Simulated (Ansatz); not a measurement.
## Ti: single point with RPBE+U

Ti:

```
Ti
1.0
    -1.64100    1.64100    1.64100
     1.64100   -1.64100    1.64100
     1.64100    1.64100   -1.64100
Ti
1
Direct
  0.00000 0.00000 0.00000
```

This isn't the form of Ti at room conditions, which is hcp.

| Property | Result |
| --- | --- |
| Program | Ansatz 0.2.0 |
| Task | single point |
| Functional | RPBE |
| Potentials or basis | all-electron LAPW, scalar-relativistic |
| Cutoff | 260 eV (chosen from the basis error) |
| Basis error allowed | 0.0005 eV/atom |
| k mesh | 11 × 11 × 11 |
| Occupations | tetrahedron |
| Spin | collinear spin, random start |
| Starting moments | [-0.39] μB |
| Hubbard terms | Ti d U = 4 eV |
| Start of the occupations | low_spin |
| Double counting | fll |
| Hubbard projectors | ortho-atomic |
| Sphere radius (all atoms) | 1.379 Å |

```yaml
Pressure: 19.8 GPa
Band_gap_on_the_k_mesh: none (metal or under the smearing width)
Net_moment: -2.05 μB per cell
Absolute_moment: 2.05 μB per cell
Site_moments: Ti -1.69 μB
```

Levels at points of the mesh, in eV from the Fermi level:
Spin up:
```tsv
k point	band 2	band 3	band 4	band 5	band 6	band 7	band 8	band 9
(0.00, 0.00, 0.00)	-32.28	-32.28	-32.28	-5.84	3.27	3.27	3.27	3.88
```
Spin down:
| k point | band 3 | band 4 | band 5 | band 6 | band 7 | band 8 | band 9 | band 10 | band 11 |
| --- | --- | --- | --- | --- | --- | --- | --- | --- | --- |
| (0.00, 0.00, 0.00) | -33.61 | -33.61 | -7.27 | -1.05 | -1.05 | -1.05 | 2.92 | 2.92 | 15.87 |

Run time: 37 s on 1 thread of Intel(R) Xeon(R) Platinum 8488C (Sapphire Rapids), on a shared host, peak memory 0.4 GiB.

Caveat: the typed start of the occupations wasn't kept; U is the effective U less J, on atomic orbitals that reach past the spheres; the U is typed as a test and isn't derived for this compound; with tetrahedron occupations forces and stress needn't match the slope of the energy. The state reached can hang on the start; a lower one may exist.
